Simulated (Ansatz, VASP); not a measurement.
# One calculation of BN, two programs

File INCAR:

```
PREC = Accurate
ENCUT = 600
EDIFF = 1E-6
ISMEAR = 0
SIGMA = 0.01
LREAL = F
LASPH = T
NELM = 80
ALGO = Normal
ISIF = 3
LWAVE = F
LCHARG = F
GGA = PE
IVDW = 12
IBRION = 2
NSW = 80
EDIFFG = -0.003
```

The input KPOINTS:

```
Automatic mesh
0
Gamma
  12 12 4
```

File POSCAR:

```
BN
1.0
    2.4982400000      0.0000000000      0.0000000000
   -1.2491200000      2.1635393048      0.0000000000
    0.0000000000      0.0000000000      6.6357000000
B N
2 2
Direct
    0.3333333333      0.6666666667      0.2500000000
    0.6666666667      0.3333333333      0.7500000000
    0.3333333333      0.6666666667      0.7500000000
    0.6666666667      0.3333333333      0.2500000000
```

Input for Ansatz:

```yaml
crystal:
  lattice:
    - [2.49824, 0.0, 0.0]
    - [-1.24912, 2.1635393048, 0.0]
    - [0.0, 0.0, 6.6357]
  atoms:
    - { symbol: B, position: [0.3333333333, 0.6666666667, 0.25] }
    - { symbol: B, position: [0.6666666667, 0.3333333333, 0.75] }
    - { symbol: "N", position: [0.3333333333, 0.6666666667, 0.75] }
    - { symbol: "N", position: [0.6666666667, 0.3333333333, 0.25] }
scf:
  occupations: { method: fixed }
output:
  forces: true
  stress: true
  eigenvalues: true
kpoints:
  mp_grid: { grid: [12, 12, 4] }
hamiltonian:
  xc: pbe
  dispersion: d3bj
relax:
  f_tol: 0.003
  cell: { stress_tol: 0.02, p_target: 0 }
```

Alike in both runs: task relaxation of cell and atoms; functional PBE; dispersion D3(BJ); k mesh 12 × 12 × 4; no spin polarisation.

```csv
,VASP,Ansatz
version,VASP 6.6.1,Ansatz 0.2.0
potentials or method,"VASP PAW PBE potentials, release 64 (B, N)","scalar-relativistic, plane waves, PAW"
plane-wave cutoff (eV),600,420
occupations,"gaussian, width 0.01 eV",fixed
valence electrons in the cell,16,16
```

Ansatz gave:

* gap on the k mesh at the Fermi level, each at its own relaxed structure (eV): 4.27
* relaxed volume (Å³/atom): 9.00
* relaxed cell length with the largest relative difference (Å): 6.616

Q: Which values does VASP return?

A: gap on the k mesh at the Fermi level, each at its own relaxed structure (eV): 4.25; relaxed volume (Å³/atom): 8.92; relaxed cell length with the largest relative difference (Å): 6.561.

A k mesh can miss the band edges.
